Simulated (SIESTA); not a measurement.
The system is TiCo.

```
CELL_PARAMETERS angstrom
2.98611 0.00000 0.00000
0.00000 2.98611 0.00000
0.00000 0.00000 2.98611
ATOMIC_POSITIONS crystal
Co 0.50000 0.50000 0.50000
Ti 0.00000 0.00000 0.00000
```

The cell comes from a database or a generator and needn't be the stable form of this composition.

Base run:

| Item | Value |
| --- | --- |
| Program | SIESTA 5.4.2 |
| Functional | PBE |
| Potentials or basis | PseudoDojo 0.4 stringent (PBE files) |
| Basis | DZP (energy shift 0.003 Ry; two zetas on semicore shells) |
| Grid cutoff | 800 Ry |
| Energy shift | 0.003 Ry |
| k mesh | 9 × 9 × 9 |
| Occupations | fermi-dirac, width 0.05 eV |
| Spin | collinear spin, ferromagnetic start |
| Starting moments | [2.0, 1.0] μB |

Its results: band gap on the k mesh none (metal or under the smearing width); pressure -1.7 GPa; net moment 0.78 μB per cell; site moments Co +0.88; Ti -0.10 μB.

**Question.** The run is repeated on the same cell with these changes: functional from PBE to LDA; potentials or basis from PseudoDojo 0.4 stringent (PBE files) to PseudoDojo 0.4 standard (LDA files). What comes out?

**Answer.** Band gap on the k mesh none (metal or under the smearing width); pressure -15.9 GPa; net moment 0.46 μB per cell; site moments Co +0.48; Ti -0.02 μB.

Caveats: short orbitals over semicore shells can move pressures by several GPa; the basis of atomic orbitals isn't converged, which shifts pressures, moduli and gaps.

Not every run made on this cell is shown here.
